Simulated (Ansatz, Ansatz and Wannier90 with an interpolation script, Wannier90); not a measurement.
Rows from a G0W0 calculation on AlN (honeycomb monolayer) (Ansatz 0.2.0; G0W0 on PBE, plane waves, PAW; 12×12×1 mesh, 319 empty bands, screening to 80 eV), in eV. Spin-orbit coupling is left out.

| row | Σx | Σc | Vxc | Z |
| --- | --- | --- | --- | --- |
| A | -22.09 | 3.03 | -17.80 | 0.77 |
| B | -1.68 | -1.08 | -3.35 | 0.91 |
| C | -3.92 | -3.25 | -8.33 | 0.82 |
| D | -5.25 | -3.69 | -10.24 | 0.77 |
| E | -19.54 | 2.57 | -15.63 | 0.77 |
| F | -4.35 | -2.24 | -7.61 | 0.85 |

Which rows are filled states and which are empty ones, and how can one tell?

Filled: A and E. Empty: B, C, D and F. The sign of Σc tells: for a filled state bare exchange, which holds its interaction with itself, lies below Vxc (Σx − Vxc is -3.9 eV or lower here) and screening gives part back as a positive Σc. For an empty state Σx lies above Vxc (+1.7 eV or more) and the Coulomb hole leaves Σc negative.

[Runs of the session that timed out or met a known fault of the program may be left out.]

[Hosts, paths, dates, database ids (printed as entryN), source tags and the programs' standing remarks are cut or masked in the printed files.]
